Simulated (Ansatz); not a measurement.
Run this with the Python package of Ansatz (0.2.0) and show what comes out.

`bands_pbs.py`:
```python
import ansatz as az
import matplotlib.pyplot as plt
import numpy as np
from pymatgen.core import Lattice, Structure
from pymatgen.io.ase import AseAtomsAdaptor

pmg_structure = Structure(
    Lattice([(2.05694184, -3.56582927, 0.0), (2.05694184, 3.56582927, 0.0), (0.0, 0.0, 7.55994474)]),
    ["Pb", "Pb", "S", "S"],
    [
        (0.00103166, 0.99896834, 0.48673181),
        (0.99896834, 0.00103166, 0.98673181),
        (0.66714548, 0.33285452, 0.69246819),
        (0.33285452, 0.66714548, 0.19246819),
    ],
)
system = az.Crystal.from_ase(AseAtomsAdaptor.get_atoms(pmg_structure))

path = [
    ("G", (0.0, 0.0, 0.0)),
    ("S", (-0.5, 0.0, 0.0)),
    ("R", (-0.5, 0.0, -0.5)),
    ("Z", (0.0, 0.0, -0.5)),
    ("T", (-0.5, 0.5, -0.5)),
]
model = (
    system.calculation()
    .functional("pbesol")
    .basis(510)
    .kpoints(6, 6, 4)
    .occupations("fixed")
    .band_structure([point for _, point in path], intervals=6)
    .scf(extra_bands=8)
)
history = []
res = model.session().plan().execute(on_event=lambda event: history.append(event["data"]["dr2_ev"]) if event["event"] == "scf_iter" else None)
report = res.report
print("density residual by iteration (eV):", " ".join(f"{value:.1e}" for value in history[:40]))

energy = report["free_energy_ev"]
print("F of the PbS cell: {:.6f} eV = {:.6f} Ry = {:.6f} Ha".format(energy, energy / 13.605693, energy / 27.211386))
print("Fermi level {:.4f} eV, {} k-points, {} symmetry operations".format(report["fermi_energy_ev"], report["n_kpoints"], report["n_symmetry_ops"]))

bands = res.band_structure()
fermi = bands.fermi_energy_ev
print(f"zero of the bands: {fermi:.3f} eV, the Fermi level found on the SCF mesh")
reciprocal = 2 * np.pi * np.linalg.inv(res.lattice.cell_ang).T
steps = np.linalg.norm(np.diff(bands.kpoints_frac @ reciprocal, axis=0), axis=1)
distance = np.concatenate([[0], np.cumsum(steps)])
fig, ax = plt.subplots(figsize=(5, 4))
for channel, colour in zip(bands.channels, ("C0", "C3")):
    ax.plot(distance, channel.eigenvalues_ev - fermi, colour, lw=1)
ax.set_xticks(distance[::6], [label for label, _ in path])
ax.set(ylim=(-8, 8), ylabel="E - E_F (eV)", xlim=(0, distance[-1]))
ax.grid(axis="x")
fig.savefig("bands.png", dpi=100)
first = bands.channels[0].eigenvalues_ev - fermi
near = np.argsort(np.abs(first.mean(axis=0)))[:4]
for band in sorted(near):
    print(f"band {band + 1}: {first[:, band].min():.3f} to {first[:, band].max():.3f} eV")
```

```console
$ python bands_pbs.py
density residual by iteration (eV): 4.2e-02 1.8e-03 1.9e-04 1.3e-05 2.9e-07 8.0e-09
F of the PbS cell: -25281.561806 eV = -1858.160537 Ry = -929.080268 Ha
Fermi level 7.4500 eV, 39 k-points, 4 symmetry operations
zero of the bands: 7.450 eV, the Fermi level found on the SCF mesh
band 18: -2.489 to -1.481 eV
band 19: -2.386 to -0.792 eV
band 20: -2.386 to -0.062 eV
band 21: 0.397 to 2.548 eV
```

Reading the output:
- Absolute energies stand on the zero of these potentials, so only differences at equal settings mean something. A total without «per atom» is that of the cell as typed.
- The Fermi level of a run with fixed occupations marks the highest occupied state on its mesh, not mid-gap.
- The zero of the levels is a convention of the potentials, so an absolute Fermi energy is no work function.
- Within a few hundredths of an angstrom the cell has the higher group P6_3mc; the lower one is a small distortion.
- The structure comes from a database of computed cells and needn't be a stable or known phase.
- Gaps and levels are Kohn-Sham values on a finite set of k-points, without spin-orbit coupling.
- The whole script took 15 s on 1 thread of Intel(R) Xeon(R) Processor @ 2.30GHz, with other jobs on the host, peak memory 0.67 GiB.
